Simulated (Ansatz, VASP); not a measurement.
# AlN: VASP beside Ansatz

The input INCAR:

```
SYSTEM = AlN
  PREC = Accurate
  ENCUT = 520
  EDIFF = 1E-6
  ISMEAR = 0
  SIGMA = 0.05
  LREAL = .False.
  LASPH = .True.
  NELM = 80
  ALGO = Normal
  ISIF = 2
  LWAVE = .False.
  LCHARG = .True.
  GGA = PS
  LELF = .True.
  LVHAR = .True.
  NBANDS = 11
```

File KPOINTS:

```
Automatic mesh
0
Gamma
  10 10 10
  0 0 0
```

POSCAR

```
AlN
1.0
    0.0000000000      2.1839935596      2.1839935596
    2.1839935596      0.0000000000      2.1839935596
    2.1839935596      2.1839935596      0.0000000000
Al N
1 1
Direct
    0.0000000000      0.0000000000      0.0000000000
    0.7500000000      0.7500000000      0.7500000000
```

Input for Ansatz:

```yaml
crystal:
  lattice:
    - [0.0, 2.1839935596, 2.1839935596]
    - [2.1839935596, 0.0, 2.1839935596]
    - [2.1839935596, 2.1839935596, 0.0]
  atoms:
    - { symbol: Al, position: [0.0, 0.0, 0.0] }
    - { symbol: "N", position: [0.75, 0.75, 0.75] }
basis:
  ecutwfc: 420
kpoints:
  mp_grid: { grid: [10, 10, 10] }
hamiltonian:
  xc: pbesol
scf:
  occupations: { method: gaussian, width: 0.05 }
output:
  forces: true
  stress: true
  eigenvalues: true
```

Measurements of this composition are mostly on another form, of space group No. 186.

Alike in both runs: task single point; functional PBEsol; k mesh 10 × 10 × 10; occupations gaussian, width 0.05 eV; no spin polarisation.

|  | VASP | Ansatz |
| --- | --- | --- |
| version | VASP 6.6.1 | Ansatz 0.2.0 |
| potentials or method | VASP PAW PBE potentials, release 64 (Al, N) | scalar-relativistic, plane waves, PAW |
| plane-wave cutoff (eV) | 520 | 420 |
| valence electrons in the cell | 8 | 8 |

|  | VASP | Ansatz | Ansatz less VASP |
| --- | --- | --- | --- |
| gap on the k mesh at the Fermi level (eV) | 3.19 | 3.20 | +0.009 |
| least direct gap on the mesh (eV) | 4.13 | 4.12 | -0.016 |
| pressure (GPa) | 1.3 | 1.3 | +0.02 |

The functional is the same, so the differences come from potentials, cutoffs and numerics.

Caveats: the PAW data sets were made with another functional, which shifts forces and pressure a little (VASP). A hybrid or GW would open this gap; PBEsol tends to underestimate it. A k mesh can miss the band edges.
